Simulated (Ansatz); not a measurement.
# ZnSe: the cost of one run

Method: DFT PBE, scalar-relativistic, plane waves, PAW, in Ansatz 0.2.0.

3 further runs of the same task are left out: 3 set aside as unsound or not needed.

## Step 1: The starting structure

The cell holds 54 atoms (BeSe27Zn26): a = 12.159 Å, b = 12.159 Å, c = 12.159 Å, α = 60.00°, β = 60.00°, γ = 60.00°.

The coordinates of this cell stand in the input of its own run.

The host was relaxed before at PBE: a = 5.732 Å, b = 5.732 Å, c = 5.732 Å, α = 90.00°, β = 90.00°, γ = 90.00° (conventional cell), 23.538 Å³/atom.

Places, in fractions of the supercell: Be in place of Zn at (0.333, 0.333, 0.000). The start keeps the symmetry of the ideal site.

## Step 2: Band edges of the host over the zone

input.yaml reads:

```yaml
crystal:
  lattice:
    - [0.0, 2.8658805314, 2.8658805314]
    - [2.8658805314, 0.0, 2.8658805314]
    - [2.8658805314, 2.8658805314, 0.0]
  atoms:
    - { symbol: Zn, position: [0.0, 0.0, 0.0] }
    - { symbol: Se, position: [0.75, 0.75, 0.75] }
basis:
  ecutwfc: 420
  xc_grid: 2
kpoints:
  mp_grid: { grid: [8, 8, 8] }
  band_path: { path: [VBM, CBM], npoints: 2 }
hamiltonian:
  xc: pbe
scf:
  occupations: { method: gaussian, width: 0.02 }
output:
  forces: true
  stress: true
  eigenvalues: true
```

Started as:

```bash
$ ansatz run input.yaml --threads 8 --pin off --max-ram 16384MiB --backend cpu --events-out ev --progress --plain --runs-dir out
```

**Question.** How long does this run take on 8 threads of Arm Neoverse V1, shared host, and how much memory does it need?

About 1.3 s, with a peak of 0.44 GiB.
